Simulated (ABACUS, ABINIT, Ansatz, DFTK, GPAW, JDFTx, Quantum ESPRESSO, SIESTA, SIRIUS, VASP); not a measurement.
KBr: 10 runs at one level of theory

```
CELL_PARAMETERS angstrom
0.00000 3.30000 3.30000
3.30000 0.00000 3.30000
3.30000 3.30000 0.00000
ATOMIC_POSITIONS crystal
Br 0.50000 0.50000 0.50000
K 0.00000 0.00000 0.00000
```

Alike in all runs: task single point; functional PBEsol; k mesh 7 × 7 × 7; occupations fermi-dirac, width 0.05 eV; no spin polarisation; no spin-orbit coupling. Pressure is positive in compression and, in plane waves, holds the error of the finite cutoff.

```json
{"program and potentials": "SIESTA, files PseudoDojo sr-pbesol-0.4.1-standard, DZP (energy shift 0.003 Ry; two zetas on semicore shells; d shell added on K)", "plane-wave cutoff (eV)": "-", "notes": "atomic basis", "pressure (GPa)": "-0.30"}
{"program and potentials": "ABINIT, PseudoDojo NC SR PBEsol v0.4.1 standard", "plane-wave cutoff (eV)": "1007", "notes": "-", "pressure (GPa)": "-0.34"}
{"program and potentials": "SIRIUS, PseudoDojo 0.4.1 PBEsol standard (scalar relativistic)", "plane-wave cutoff (eV)": "1030", "notes": "-", "pressure (GPa)": "-0.34"}
{"program and potentials": "DFTK, PseudoDojo SR PBEsol 0.4.1 standard (PBEsol)", "plane-wave cutoff (eV)": "1007", "notes": "-", "pressure (GPa)": "-0.34"}
{"program and potentials": "GPAW, PAW data sets generated for this functional", "plane-wave cutoff (eV)": "600", "notes": "-", "pressure (GPa)": "-0.35"}
{"program and potentials": "Quantum ESPRESSO, GBRV 1.5 PBEsol", "plane-wave cutoff (eV)": "612", "notes": "-", "pressure (GPa)": "-0.49"}
{"program and potentials": "VASP, PBE PAW files Br, K_sv, 520 eV", "plane-wave cutoff (eV)": "520", "notes": "potentials made for PBE", "pressure (GPa)": "-0.28"}
{"program and potentials": "Ansatz, all-electron LAPW, scalar-relativistic", "plane-wave cutoff (eV)": "-", "notes": "-", "pressure (GPa)": "-0.33"}
{"program and potentials": "ABACUS, PseudoDojo NC SR 0.4.1 PBEsol standard, plane waves", "plane-wave cutoff (eV)": "1007", "notes": "-", "pressure (GPa)": "-0.34"}
{"program and potentials": "JDFTx, PseudoDojo-SR-PBEsol-0.4.1-standard with smoothed tails", "plane-wave cutoff (eV)": "1007", "notes": "-", "pressure (GPa)": "-0.34"}
```

The pressure spans -0.49 (Quantum ESPRESSO, GBRV 1.5 PBEsol) to -0.28 GPa (VASP, PBE PAW files Br, K_sv, 520 eV), with all-electron results at -0.33. Rows in atomic bases carry the error of their basis and grid, which can be large.

The functional is the same throughout but for its coding, so the spread measures potentials, basis and numerics; runs on potential files found faulty are left out.
